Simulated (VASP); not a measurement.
# CdTe (F-43m) in VASP: a series of runs

The runs below take CdTe through relaxation of cell and atoms, with PBEsol, LDA.

All numbers are computed with VASP 6.6.1; they aren't measurements. Logs are shortened: lines on timing, memory, paths and dates and some standing lists are left out, and cuts for length are marked.

## Step 1: The structure

Symmetry: F-43m, No. 216, cubic system. The conventional cell has a = 6.564 Å, b = 6.564 Å, c = 6.564 Å, α = 90.00°, β = 90.00°, γ = 90.00°. Cd (site symmetry -43m) has 4 Te at 2.84 Å as nearest neighbours. Te (site symmetry -43m) has 4 Cd at 2.84 Å as nearest neighbours.

The cell is a database's computed one.

## Step 2: Relaxation of cell and atoms, PBEsol

Contents of INCAR:

```
ALGO = Normal ; EDIFF = 1E-7
EDIFFG = -0.005 ; ENCUT = 600
GGA = PS ; IBRION = 2
ISIF = 3 ; ISMEAR = 0
LASPH = T ; LCHARG = F
LREAL = F ; LWAVE = F
NELM = 80 ; NSW = 90
PREC = Accurate ; SIGMA = 0.02
```

Contents of KPOINTS:

```
k-points
0
Gamma
  10 10 10
```

Contents of POSCAR:

```
CdTe
1.0
    0.0000000000      3.2821135600      3.2821135600
    3.2821135600      0.0000000000      3.2821135600
    3.2821135600      3.2821135600      0.0000000000
Cd Te
1 1
Direct
    0.0000000000      0.0000000000      0.0000000000
    0.7500000000      0.7500000000      0.7500000000
```

Potentials or basis: VASP PAW PBE potentials, release 64 (Cd, Te).

On the command line:

```console
> cat potpaw_PBE.64/Cd/POTCAR potpaw_PBE.64/Te/POTCAR > POTCAR
> mpirun -np 1 vasp_std > vasp.out
```

OUTCAR:

```text
EDIFF = 1E-7
   EDIFFG = -0.005
   ENCUT = 600
   GGA = PS
   IBRION = 2
   ISIF = 3
   ISMEAR = 0
   LASPH = T
   LREAL = F
   NELM = 80
   NSW = 90
   PREC = Accurate

 ion  position               nearest neighbor table
   1  0.000  0.000  0.000-   2 2.84   2 2.84   2 2.84   2 2.84
   2  0.750  0.750  0.750-   1 2.84   1 2.84   1 2.84   1 2.84

  LATTYP: Found a face centered cubic cell.
 ALAT       =     6.5642271200

  Lattice vectors:

 A1 = (   0.0000000000,   3.2821135600,   3.2821135600)
 A2 = (   3.2821135600,   0.0000000000,   3.2821135600)
 A3 = (   3.2821135600,   3.2821135600,   0.0000000000)

Analysis of symmetry for initial positions (statically):
=====================================================================
 Subroutine PRICEL returns:
 Original cell was already a primitive cell.

 Routine SETGRP: Setting up the symmetry group for a
 face centered cubic supercell.

 Subroutine GETGRP returns: Found 24 space group operations
 (whereof 24 operations were pure point group operations)
 out of a pool of 48 trial point group operations.

The static configuration has the point symmetry T_d .

Analysis of symmetry for dynamics (positions and initial velocities):
=====================================================================
 Subroutine PRICEL returns:
 Original cell was already a primitive cell.

 Routine SETGRP: Setting up the symmetry group for a
 face centered cubic supercell.

 Subroutine GETGRP returns: Found 24 space group operations
 (whereof 24 operations were pure point group operations)
 out of a pool of 48 trial point group operations.

The dynamic configuration has the point symmetry T_d .

 Subroutine INISYM returns: Found 24 space group operations
 (whereof 24 operations are pure point group operations),
 and found     1 'primitive' translations

----------------------------------------------------------------------------------------

                                     Primitive cell

  volume of cell :      70.7116

  direct lattice vectors                    reciprocal lattice vectors
     0.000000000  3.282113560  3.282113560    -0.152340859  0.152340859  0.152340859
     3.282113560  0.000000000  3.282113560     0.152340859 -0.152340859  0.152340859
     3.282113560  3.282113560  0.000000000     0.152340859  0.152340859 -0.152340859

  length of vectors
     4.641609510  4.641609510  4.641609510     0.263862108  0.263862108  0.263862108

  position of ions in fractional coordinates (direct lattice)
     0.000000000  0.000000000  0.000000000
     0.750000000  0.750000000  0.750000000

  ion indices of the primitive-cell ions
   primitive index   ion index
                 1           1
                 2           2

----------------------------------------------------------------------------------------

 KPOINTS: k-points

Automatic generation of k-mesh.
 Grid dimensions read from file:
 generate k-points for:   10   10   10

 Generating k-lattice:

  Cartesian coordinates                     Fractional coordinates (reciprocal lattice)
    -0.015234086  0.015234086  0.015234086     0.100000000  0.000000000  0.000000000
     0.015234086 -0.015234086  0.015234086     0.000000000  0.100000000  0.000000000
     0.015234086  0.015234086 -0.015234086     0.000000000  0.000000000  0.100000000

  Length of vectors
     0.026386211  0.026386211  0.026386211

  Shift w.r.t. Gamma in fractional coordinates (k-lattice)
     0.000000000  0.000000000  0.000000000

 Subroutine IBZKPT returns following result:
 ===========================================

 Found     47 irreducible k-points:

 Following reciprocal coordinates:
            Coordinates               Weight
  0.000000  0.000000  0.000000      1.000000
  0.100000  0.000000  0.000000      8.000000
  0.200000  0.000000  0.000000      8.000000
  0.300000  0.000000  0.000000      8.000000
  0.400000  0.000000  0.000000      8.000000
  0.500000  0.000000  0.000000      4.000000
[... 16 lines left out ...]
  0.300000  0.300000  0.000000      6.000000
  0.400000  0.300000  0.000000     24.000000
 [... further k-points ...]
   k-points           NKPTS =     47   k-points in BZ     NKDIM =     47   number of bands    NBANDS=     13
   number of dos      NEDOS =    301   number of ions     NIONS =      2
   total plane-waves  NPLWV =  64000
   dimension x,y,z NGX =    40 NGY =   40 NGZ =   40
   dimension x,y,z NGXF=    80 NGYF=   80 NGZF=   80
   ions per type =               1   1
   NGX,Y,Z   is equivalent  to a cutoff of  14.33, 14.33, 14.33 a.u.
   NGXF,Y,Z  is equivalent  to a cutoff of  28.65, 28.65, 28.65 a.u.
 SYSTEM =  unknown system
   PREC   = accura    normal or accurate (medium, high low for compatibility)
   ISTART =      0    job   : 0-new  1-cont  2-samecut
   ICHARG =      2    charge: 1-file 2-atom 10-const
   ISPIN  =      1    spin polarized calculation?
   LNONCOLLINEAR =      F non collinear calculations
   LSORBIT =      F    spin-orbit coupling
   LASPH  =      T    aspherical Exc in radial PAW
   ENCUT  =  600.0 eV  44.10 Ry    6.64 a.u.   9.27  9.27  9.27*2*pi/ulx,y,z
   NELM   =     80;   NELMIN=  2; NELMDL= -5     # of ELM steps
   EDIFF  = 0.1E-06   stopping-criterion for ELM
   LREAL  =      F    real-space projection
   EDIFFG = -.5E-02   stopping-criterion for IOM
   NSW    =     90    number of steps for IOM
   IBRION =      2    ionic relax: 0-MD 1-quasi-New 2-CG
   NFREE  =      1    steps in history (QN), initial steepest desc. (CG)
   ISIF   =      3    stress and relaxation
   ISYM   =      2    0-nonsym 1-usesym 2-fastsym
   POTIM  = 0.5000    time-step for ionic-motion
   TEBEG  =    0.0;   TEEND  =   0.0 temperature during run
   PSTRESS=    0.0 pullay stress
   NELECT =      18.0000    total number of electrons
   NUPDOWN=      -1.0000    fix difference up-down
   EMIN   =  10.00;   EMAX   =-10.00  energy-range for DOS
   EFERMI =   0.00;   METHOD = LEGACY
   ISMEAR =     0;   SIGMA  =   0.02  broadening in eV -4-tet -1-fermi 0-gaus
   EFERMI_NEDOS =   21; number of points for ismear=-14 and -15
   IALGO  =     38    algorithm
   IMIX   =      4    mixing-type and parameters
     AMIX     =   0.40;   BMIX     =  1.00
     AMIX_MAG =   1.60;   BMIX_MAG =  1.00
  volume/ion in A,a.u.               =      35.36       238.59
  Fermi-wavevector in a.u.,A,eV,Ry     =   1.037533  1.960654 14.646338  1.076475
  Thomas-Fermi vector in A             =   2.171976
   LORBIT       =      0    0 simple, 1 ext, 2 COOP (PROOUT), +10 PAW based schemes
   GGA     = PS    functional components
   LHFCALC =     F    Hartree Fock is set to
   AEXX    =    0.0000 exact exchange contribution
   IVDW    =     0    specifies the selected vdW correction
   LEPSILON=     F    determine dielectric tensor
   LRPA    =     F    only Hartree local field effects (RPA)
 conjugate gradient relaxation of ions
 non-spin polarized calculation
 Gauss-broadening in eV      SIGMA  =   0.02
  energy-cutoff  :      600.00
  volume of cell :       70.71
 maximum number of plane-waves:      2397
 NGX is ok and might be reduce to    40
   NGX = 19   NGY = 19   NGZ = 19

--------------------------------------- Ionic step        1  -------------------------------------------

 number of electron      17.9999999 magnetization

 Free energy of the ion-electron system (eV)
  ---------------------------------------------------
  ext. energy  EPLUGINS =         0.00000000
  ---------------------------------------------------
  free energy    TOTEN  =        -5.48239426 eV

  energy without entropy =       -5.48239426  energy(sigma->0) =       -5.48239426

------------------------ aborting loop because EDIFF is reached ----------------------------------------

  FORCE on cell =-STRESS in cart. coord.  units (eV):
  Direction    XX          YY          ZZ          XY          YZ          ZX
  --------------------------------------------------------------------------------------
  -------------------------------------------------------------------------------------
  Total       -0.5333213     -0.5333213     -0.5333213     -0.0000000      0.0000000     -0.0000000
  in kB      -12.0839449    -12.0839449    -12.0839449     -0.0000000      0.0000000     -0.0000000
  external PRESSURE =     -12.0839449 kB  Pullay stress =       0.0000000 kB
[... 57 lines left out ...]
  energy  without entropy=       -5.4905185765  energy(sigma->0) =       -5.49051858

--------------------------------------- Ionic step        3  -------------------------------------------

 number of electron      17.9999998 magnetization

 Free energy of the ion-electron system (eV)
  ---------------------------------------------------
  ext. energy  EPLUGINS =         0.00000000
  ---------------------------------------------------
  free energy    TOTEN  =        -5.49098514 eV

  energy without entropy =       -5.49098514  energy(sigma->0) =       -5.49098514

 E-fermi :   2.2723     XC(G=0):  -8.7524

 val. band max:        2.1501555013   @ k =   0.0000   0.0000   0.0000
 cond. band min:       2.7931682766   @ k =   0.0000   0.0000   0.0000
 fundamental gap:      0.6430127753
 Fermi energy:         2.2723259725

 k-point     1 :       0.0000    0.0000    0.0000
  band No.  band energies     occupation
      1      -9.0243      2.00000
      2      -6.0824      2.00000
      3      -6.0824      2.00000
      4      -6.0824      2.00000
      5      -5.8222      2.00000
      6      -5.8222      2.00000
      7       2.1502      2.00000
      8       2.1502      2.00000
      9       2.1502      2.00000
     10       2.7932      0.00000
     11       6.7015      0.00000
     12       6.7015      0.00000
     13       6.7015      0.00000
[... 353 lines left out ...]
 k-point    24 :       0.4000    0.3000    0.0000
  band No.  band energies     occupation
      1      -8.6005      2.00000
      2      -5.9686      2.00000
      3      -5.9596      2.00000
      4      -5.9006      2.00000
      5      -5.7994      2.00000
      6      -5.5743      2.00000
      7      -1.5422      2.00000
      8       0.4491      2.00000
      9       0.6300      2.00000
     10       4.9292      0.00000
     11       5.4010      0.00000
     12       8.7879      0.00000
     13       9.5279      0.00000

 [... further k-points ...]

------------------------ aborting loop because EDIFF is reached ----------------------------------------

  FORCE on cell =-STRESS in cart. coord.  units (eV):
  Direction    XX          YY          ZZ          XY          YZ          ZX
  --------------------------------------------------------------------------------------
  -------------------------------------------------------------------------------------
  Total        0.0022009      0.0022009      0.0022009      0.0000000      0.0000000      0.0000000
  in kB        0.0514720      0.0514720      0.0514720      0.0000000      0.0000000      0.0000000
  external PRESSURE =       0.0514720 kB  Pullay stress =       0.0000000 kB
[... 17 lines left out ...]
  FREE ENERGIE OF THE ION-ELECTRON SYSTEM (eV)
  ---------------------------------------------------
  free  energy   TOTEN  =        -5.4909851428 eV

  energy  without entropy=       -5.4909851428  energy(sigma->0) =       -5.49098514

 reached required accuracy - stopping structural energy minimisation
```

Wall time 81 s (1 thread of AMD EPYC 9R14 (Zen 4), shared host); peak memory 0.24 GiB.

What came out:

* Free energy: -5.4910 eV
* Relaxed volume: 34.25 Å³/atom
* Relaxed cell: a = 4.593 Å, b = 4.593 Å, c = 4.593 Å, α = 60.00°, β = 60.00°, γ = 60.00°
* Space group after relaxing (to 0.05 Å): F-43m (No. 216)
* Energy gained by relaxing: 4.3 meV/atom
* Ionic steps: 3
* Pressure after relaxing: 0.0 GPa
* Band gap on the k mesh: 0.64 eV, direct

The path:
```csv
step,energy change (eV),largest force (eV/Å),pressure (GPa),volume (Å³)
1,0.0000,0.0000,-1.21,70.71
2,-0.0081,0.0000,0.31,68.02
3,-0.0086,0.0000,0.01,68.51
```

Final structure:
```
CELL_PARAMETERS angstrom
0.00000 3.24767 3.24767
3.24767 0.00000 3.24767
3.24767 3.24767 0.00000
ATOMIC_POSITIONS crystal
Cd 0.00000 0.00000 0.00000
Te 0.75000 0.75000 0.75000
```

Caveat: the PAW data sets were made with another functional, which shifts forces and pressure a little; spin-orbit coupling is left out, which moves the levels of the heavy elements. PBEsol gaps usually lie below the measured ones, often by a third to a half.

## Step 3: Relaxation of cell and atoms, LDA

Edit INCAR of step 2 so:

```diff
@@ -2,3 +2,3 @@
 EDIFFG = -0.005 ; ENCUT = 600
-GGA = PS ; IBRION = 2
+GGA = CA ; IBRION = 2
 ISIF = 3 ; ISMEAR = 0
```

KPOINTS is that of step 2.

POSCAR is that of step 2.

Potentials or basis: VASP PAW LDA potentials, release 64 (Cd, Te).

On the command line:

```console
> cat potpaw_LDA.64/Cd/POTCAR potpaw_LDA.64/Te/POTCAR > POTCAR
> mpirun -np 1 vasp_std > vasp.out
```

Run time: 84 s. Hardware: 1 thread of AMD EPYC 9R14 (Zen 4), shared host; peak memory 0.19 GiB.

It converged, with:

* Free energy: -6.0530 eV
* Relaxed volume: 33.07 Å³/atom
* Relaxed cell: a = 4.539 Å, b = 4.539 Å, c = 4.539 Å, α = 60.00°, β = 60.00°, γ = 60.00°
* Space group after relaxing (to 0.05 Å): F-43m (No. 216)
* Energy gained by relaxing: 20.1 meV/atom
* Ionic steps: 3
* Pressure after relaxing: 0.0 GPa
* Band gap on the k mesh: 0.64 eV, direct

Step by step:
```csv
step,energy change (eV),largest force (eV/Å),pressure (GPa),volume (Å³)
1,0.0000,0.0000,-2.64,70.71
2,-0.0368,0.0000,0.89,64.92
3,-0.0401,0.0000,0.00,66.13
```

Final structure:
```
Cd Te
1.0
     0.00000    3.20965    3.20965
     3.20965    0.00000    3.20965
     3.20965    3.20965    0.00000
Cd Te
1 1
Direct
  0.00000 0.00000 0.00000
  0.75000 0.75000 0.75000
```

Levels at points of the mesh, in eV from the valence-band top:
| k point | band 5 | band 6 | band 7 | band 8 | band 9 | band 10 | band 11 | band 12 | band 13 |
| --- | --- | --- | --- | --- | --- | --- | --- | --- | --- |
| (0.00, 0.00, 0.00) | -8.11 | -8.11 | 0.00 | 0.00 | 0.00 | 0.64 | 4.48 | 4.48 | 4.48 |
| (0.50, 0.00, 0.00) | -8.10 | -7.74 | -4.67 | -0.83 | -0.83 | 1.69 | 5.08 | 5.08 | 6.88 |
| (0.50, 0.50, 0.00) | -8.08 | -7.60 | -4.52 | -1.99 | -1.99 | 2.38 | 2.54 | 8.80 | 9.13 |

Caveat: spin-orbit coupling is left out, which moves the levels of the heavy elements.
